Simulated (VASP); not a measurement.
# KF (Fm-3m) in VASP: single point with HSE06

Aim: the single point of KF with HSE06.

Program: VASP 6.6.1. These are calculated values, not measurements. Logs are shortened: lines on timing, memory, paths and dates and some standing lists are left out, and cuts for length are marked.

**1. Starting point**

The structure is cubic, space group Fm-3m (No. 225). The conventional cell has a = 5.309 Å, b = 5.309 Å, c = 5.309 Å, α = 90.00°, β = 90.00°, γ = 90.00°. Around K (site symmetry m-3m) lie 6 F at 2.65 Å. F (site symmetry m-3m) has 6 K at 2.65 Å as nearest neighbours.

The cell is a database's computed one.

**2. Single point, HSE06**

Contents of POSCAR:

```
KF
1.0
    0.0000000000      2.6544100000      2.6544100000
    2.6544100000      0.0000000000      2.6544100000
    2.6544100000      2.6544100000      0.0000000000
K F
1 1
Direct
    0.0000000000      0.0000000000      0.0000000000
    0.5000000000      0.5000000000      0.5000000000
```

Contents of INCAR.step1:

```
  PREC = Accurate
  ENCUT = 520
  EDIFF = 1E-5
  ISMEAR = 0
  SIGMA = 0.02
  LREAL = False
  LASPH = True
  NELM = 100
  ALGO = Normal
  ISIF = 2
  LWAVE = True
  LCHARG = False
  NBANDS = 15
  GGA = PE
```

Contents of INCAR.step2:

```
  PREC = Accurate
  ENCUT = 520
  EDIFF = 1E-6
  ISMEAR = 0
  SIGMA = 0.02
  LREAL = False
  LASPH = True
  NELM = 100
  ALGO = Normal
  ISIF = 2
  LWAVE = False
  LCHARG = False
  GGA = PE
  LHFCALC = True
  HFSCREEN = 0.2
  PRECFOCK = Fast
  NBANDS = 15
  ISTART = 1
```

Contents of KPOINTS:

```
regular mesh
0
Gamma
  6 6 6
```

Potentials or basis: VASP PAW PBE potentials, release 64 (K_sv, F).

Run with:

```console
> cat potpaw_PBE.64/K_sv/POTCAR potpaw_PBE.64/F/POTCAR > POTCAR
> cp INCAR.step1 INCAR
> mpirun -np 1 vasp_std > vasp.out
> cp INCAR.step2 INCAR
> mpirun -np 1 vasp_std > vasp.out
```

OUTCAR:

```text
PREC = Accurate
   ENCUT = 520
   EDIFF = 1E-6
   ISMEAR = 0
   LREAL = False
   LASPH = True
   NELM = 100
   ISIF = 2
   GGA = PE
   LHFCALC = True
   HFSCREEN = 0.2
   PRECFOCK = Fast
   ISTART = 1

 ion  position               nearest neighbor table
   1  0.000  0.000  0.000-   2 2.65   2 2.65   2 2.65   2 2.65   2 2.65   2 2.65
   2  0.500  0.500  0.500-   1 2.65   1 2.65   1 2.65   1 2.65   1 2.65   1 2.65

  LATTYP: Found a face centered cubic cell.
 ALAT       =     5.3088200000

  Lattice vectors:

 A1 = (   0.0000000000,   2.6544100000,   2.6544100000)
 A2 = (   2.6544100000,   0.0000000000,   2.6544100000)
 A3 = (   2.6544100000,   2.6544100000,   0.0000000000)

Analysis of symmetry for initial positions (statically):
=====================================================================
 Subroutine PRICEL returns:
 Original cell was already a primitive cell.

 Routine SETGRP: Setting up the symmetry group for a
 face centered cubic supercell.

 Subroutine GETGRP returns: Found 48 space group operations
 (whereof 48 operations were pure point group operations)
 out of a pool of 48 trial point group operations.

The static configuration has the point symmetry O_h .

Analysis of symmetry for dynamics (positions and initial velocities):
=====================================================================
 Subroutine PRICEL returns:
 Original cell was already a primitive cell.

 Routine SETGRP: Setting up the symmetry group for a
 face centered cubic supercell.

 Subroutine GETGRP returns: Found 48 space group operations
 (whereof 48 operations were pure point group operations)
 out of a pool of 48 trial point group operations.

The dynamic configuration has the point symmetry O_h .

 Subroutine INISYM returns: Found 48 space group operations
 (whereof 48 operations are pure point group operations),
 and found     1 'primitive' translations

----------------------------------------------------------------------------------------

                                     Primitive cell

  volume of cell :      37.4054

  direct lattice vectors                    reciprocal lattice vectors
     0.000000000  2.654410000  2.654410000    -0.188365776  0.188365776  0.188365776
     2.654410000  0.000000000  2.654410000     0.188365776 -0.188365776  0.188365776
     2.654410000  2.654410000  0.000000000     0.188365776  0.188365776 -0.188365776

  length of vectors
     3.753902622  3.753902622  3.753902622     0.326259095  0.326259095  0.326259095

  position of ions in fractional coordinates (direct lattice)
     0.000000000  0.000000000  0.000000000
     0.500000000  0.500000000  0.500000000

  ion indices of the primitive-cell ions
   primitive index   ion index
                 1           1
                 2           2

----------------------------------------------------------------------------------------

 KPOINTS: regular mesh

Automatic generation of k-mesh.
 Grid dimensions read from file:
 generate k-points for:    6    6    6

 Generating k-lattice:

  Cartesian coordinates                     Fractional coordinates (reciprocal lattice)
    -0.031394296  0.031394296  0.031394296     0.166666667  0.000000000  0.000000000
     0.031394296 -0.031394296  0.031394296     0.000000000  0.166666667  0.000000000
     0.031394296  0.031394296 -0.031394296     0.000000000  0.000000000  0.166666667

  Length of vectors
     0.054376516  0.054376516  0.054376516

  Shift w.r.t. Gamma in fractional coordinates (k-lattice)
     0.000000000  0.000000000  0.000000000

 Subroutine IBZKPT returns following result:
 ===========================================

 Found     16 irreducible k-points:

 Following reciprocal coordinates:
            Coordinates               Weight
  0.000000  0.000000  0.000000      1.000000
  0.166667  0.000000  0.000000      8.000000
  0.333333  0.000000  0.000000      8.000000
  0.500000  0.000000  0.000000      4.000000
  0.166667  0.166667  0.000000      6.000000
  0.333333  0.166667  0.000000     24.000000
[... 8 lines left out ...]
 -0.333333  0.333333  0.166667     24.000000
 -0.333333  0.500000  0.166667     12.000000
   k-points           NKPTS =     16   k-points in BZ     NKDIM =    216   number of bands    NBANDS=     15
   number of dos      NEDOS =    301   number of ions     NIONS =      2
   total plane-waves  NPLWV =  21952
   dimension x,y,z NGX =    28 NGY =   28 NGZ =   28
   dimension x,y,z NGXF=    56 NGYF=   56 NGZF=   56
   ions per type =               1   1
   NGX,Y,Z   is equivalent  to a cutoff of  12.40, 12.40, 12.40 a.u.
   NGXF,Y,Z  is equivalent  to a cutoff of  24.80, 24.80, 24.80 a.u.
 SYSTEM =  unknown system
   PREC   = accura    normal or accurate (medium, high low for compatibility)
   ISTART =      1    job   : 0-new  1-cont  2-samecut
   ICHARG =      0    charge: 1-file 2-atom 10-const
   ISPIN  =      1    spin polarized calculation?
   LNONCOLLINEAR =      F non collinear calculations
   LSORBIT =      F    spin-orbit coupling
   LASPH  =      T    aspherical Exc in radial PAW
   ENCUT  =  520.0 eV  38.22 Ry    6.18 a.u.   6.98  6.98  6.98*2*pi/ulx,y,z
   NELM   =    100;   NELMIN=  2; NELMDL=  0     # of ELM steps
   EDIFF  = 0.1E-05   stopping-criterion for ELM
   LREAL  =      F    real-space projection
   EDIFFG = 0.1E-04   stopping-criterion for IOM
   NSW    =      0    number of steps for IOM
   IBRION =     -1    ionic relax: 0-MD 1-quasi-New 2-CG
   NFREE  =      0    steps in history (QN), initial steepest desc. (CG)
   ISIF   =      2    stress and relaxation
   ISYM   =      3    0-nonsym 1-usesym 2-fastsym
   POTIM  = 0.5000    time-step for ionic-motion
   TEBEG  =    0.0;   TEEND  =   0.0 temperature during run
   PSTRESS=    0.0 pullay stress
   NELECT =      16.0000    total number of electrons
   NUPDOWN=      -1.0000    fix difference up-down
   EMIN   =  10.00;   EMAX   =-10.00  energy-range for DOS
   EFERMI =   0.00;   METHOD = LEGACY
   ISMEAR =     0;   SIGMA  =   0.02  broadening in eV -4-tet -1-fermi 0-gaus
   EFERMI_NEDOS =   21; number of points for ismear=-14 and -15
   IALGO  =     38    algorithm
   IMIX   =      1    mixing-type and parameters
     AMIX     =   0.40;   BMIX     =  1.00
     AMIX_MAG =   1.60;   BMIX_MAG =  1.00
  volume/ion in A,a.u.               =      18.70       126.21
  Fermi-wavevector in a.u.,A,eV,Ry     =   1.233493  2.330964 20.701345  1.521506
  Thomas-Fermi vector in A             =   2.368221
   LORBIT       =      0    0 simple, 1 ext, 2 COOP (PROOUT), +10 PAW based schemes
   GGA     = PE    functional components
   LHFCALC =     T    Hartree Fock is set to
   PRECFOCK=fast      Normal, Fast or Accurate (Low or Medium for compatibility)
   ENCUT4O =  -1.0   cutoff for four orbital integrals eV
   NKREDX  =     1    reduce k-point grid by
   NKREDY  =     1    reduce k-point grid by
   NKREDZ  =     1    reduce k-point grid by
   AEXX    =    0.2500 exact exchange contribution
   HFSCREEN=    0.2000 screening length (either q_TF or 0.3 A-1)
   HFSCREENC=   0.2000 screening length for correlation (either q_TF or 0.3 A-1)
   ENCUTFOCK=  -1.0 apply spherical cutoff to Coloumb kernel
   IVDW    =     0    specifies the selected vdW correction
   LEPSILON=     F    determine dielectric tensor
   LRPA    =     F    only Hartree local field effects (RPA)
 non-spin polarized calculation
 Gauss-broadening in eV      SIGMA  =   0.02
  energy-cutoff  :      520.00
  volume of cell :       37.41
 maximum number of plane-waves:      1018
  NGX = 16; NGY = 16; NGZ = 16

 number of electron      16.0000012 magnetization

 Free energy of the ion-electron system (eV)
  ---------------------------------------------------
  ext. energy  EPLUGINS =         0.00000000
  ---------------------------------------------------
  free energy    TOTEN  =        -9.97622068 eV

  energy without entropy =       -9.97622068  energy(sigma->0) =       -9.97622068

 E-fermi :  -4.1745     XC(G=0):  -6.9987

 val. band max:       -4.3573572150   @ k =   0.0000   0.0000   0.0000
 cond. band min:       3.9416872706   @ k =   0.0000   0.0000   0.0000
 fundamental gap:      8.2990444856
 Fermi energy:        -4.1745338266

 k-point     1 :       0.0000    0.0000    0.0000
  band No.  band energies     occupation
      1     -31.9439      2.00000
      2     -24.5688      2.00000
      3     -13.8196      2.00000
      4     -13.8196      2.00000
      5     -13.8196      2.00000
      6      -4.3574      2.00000
      7      -4.3574      2.00000
      8      -4.3574      2.00000
      9       3.9417      0.00000
     10       8.7433      0.00000
     11       8.7433      0.00000
     12       8.7434      0.00000
     13      10.6102      0.00000
     14      10.6102      0.00000
     15      14.6784      0.00000

 k-point     2 :       0.1667    0.0000    0.0000
  band No.  band energies     occupation
      1     -31.9165      2.00000
      2     -24.5937      2.00000
      3     -13.8912      2.00000
      4     -13.8278      2.00000
      5     -13.8278      2.00000
      6      -4.5874      2.00000
      7      -4.4518      2.00000
      8      -4.4518      2.00000
      9       4.7063      0.00000
     10       8.2881      0.00000
     11       9.1382      0.00000
     12       9.1382      0.00000
     13      10.8969      0.00000
     14      10.8969      0.00000
     15      16.0642      0.00000

 k-point     3 :       0.3333    0.0000    0.0000
  band No.  band energies     occupation
      1     -31.8609      2.00000
      2     -24.6440      2.00000
      3     -14.0332      2.00000
      4     -13.8440      2.00000
      5     -13.8440      2.00000
      6      -4.9871      2.00000
      7      -4.6353      2.00000
      8      -4.6353      2.00000
      9       6.3215      0.00000
     10       8.0079      0.00000
     11       9.9507      0.00000
     12       9.9507      0.00000
     13      11.8110      0.00000
     14      11.8110      0.00000
     15      16.2204      0.00000

 k-point     4 :       0.5000    0.0000    0.0000
  band No.  band energies     occupation
      1     -31.8328      2.00000
      2     -24.6695      2.00000
      3     -14.1036      2.00000
      4     -13.8519      2.00000
      5     -13.8519      2.00000
      6      -5.1652      2.00000
      7      -4.7246      2.00000
      8      -4.7246      2.00000
      9       6.9659      0.00000
     10       8.4878      0.00000
     11      10.3177      0.00000
     12      10.3177      0.00000
     13      12.8239      0.00000
     14      12.8239      0.00000
     15      14.6613      0.00000
[... 163 lines left out ...]
 k-point    14 :       0.5000    0.3333    0.1667
  band No.  band energies     occupation
      1     -31.8300      2.00000
      2     -24.6304      2.00000
      3     -14.1361      2.00000
      4     -14.0844      2.00000
      5     -13.9027      2.00000
      6      -4.8612      2.00000
      7      -4.6398      2.00000
      8      -4.4593      2.00000
      9       7.1546      0.00000
     10       7.3050      0.00000
     11       9.9087      0.00000
     12      11.2193      0.00000
     13      11.6597      0.00000
     14      12.9128      0.00000
     15      14.5204      0.00000

 k-point    15 :      -0.3333    0.3333    0.1667
  band No.  band energies     occupation
      1     -31.8130      2.00000
      2     -24.6334      2.00000
      3     -14.2050      2.00000
      4     -14.1543      2.00000
      5     -13.9012      2.00000
      6      -4.8499      2.00000
      7      -4.5838      2.00000
      8      -4.5583      2.00000
      9       7.4718      0.00000
     10       7.8089      0.00000
     11       9.6429      0.00000
     12      11.5537      0.00000
     13      12.1941      0.00000
     14      13.3291      0.00000
     15      13.9003      0.00000

 k-point    16 :      -0.3333    0.5000    0.1667
  band No.  band energies     occupation
      1     -31.8073      2.00000
      2     -24.6146      2.00000
      3     -14.3452      2.00000
      4     -14.1531      2.00000
      5     -13.9440      2.00000
      6      -4.6911      2.00000
      7      -4.5302      2.00000
      8      -4.4630      2.00000
      9       6.7970      0.00000
     10       8.5752      0.00000
     11       9.1090      0.00000
     12      11.9137      0.00000
     13      12.7294      0.00000
     14      13.3522      0.00000
     15      13.7293      0.00000

------------------------ aborting loop because EDIFF is reached ----------------------------------------

  FORCE on cell =-STRESS in cart. coord.  units (eV):
  Direction    XX          YY          ZZ          XY          YZ          ZX
  --------------------------------------------------------------------------------------
  -------------------------------------------------------------------------------------
  Total        0.3013039      0.3013039      0.3013039      0.0000000      0.0000000      0.0000000
  in kB       12.9056949     12.9056949     12.9056949      0.0000000      0.0000000      0.0000000
  external PRESSURE =      12.9056949 kB  Pullay stress =       0.0000000 kB

 VOLUME and BASIS-vectors are now :
 -----------------------------------------------------------------------------
  energy-cutoff  :      520.00
  volume of cell :       37.41
      direct lattice vectors                 reciprocal lattice vectors
     0.000000000  2.654410000  2.654410000    -0.188365776  0.188365776  0.188365776
     2.654410000  0.000000000  2.654410000     0.188365776 -0.188365776  0.188365776
     2.654410000  2.654410000  0.000000000     0.188365776  0.188365776 -0.188365776

 POSITION                                       TOTAL-FORCE (eV/Angst)
 -----------------------------------------------------------------------------------
      0.00000      0.00000      0.00000         0.000000     -0.000000      0.000000
      2.65441      2.65441      2.65441        -0.000000      0.000000     -0.000000
 -----------------------------------------------------------------------------------
    total drift:                                0.000000      0.000000      0.000000

  FREE ENERGIE OF THE ION-ELECTRON SYSTEM (eV)
  ---------------------------------------------------
  free  energy   TOTEN  =        -9.9762206818 eV

  energy  without entropy=       -9.9762206818  energy(sigma->0) =       -9.97622068
```

Run time: 6.7 min. Hardware: 1 thread of Intel Xeon Platinum 8488C (Sapphire Rapids), shared host; peak memory 0.27 GiB.

Results:

| Property | Result |
| --- | --- |
| Free energy | -9.9762 eV |
| Pressure | 1.3 GPa |
| Band gap on the k mesh | 8.30 eV, direct |

Caveat: the PAW data sets were made with another functional, which shifts forces and pressure a little.
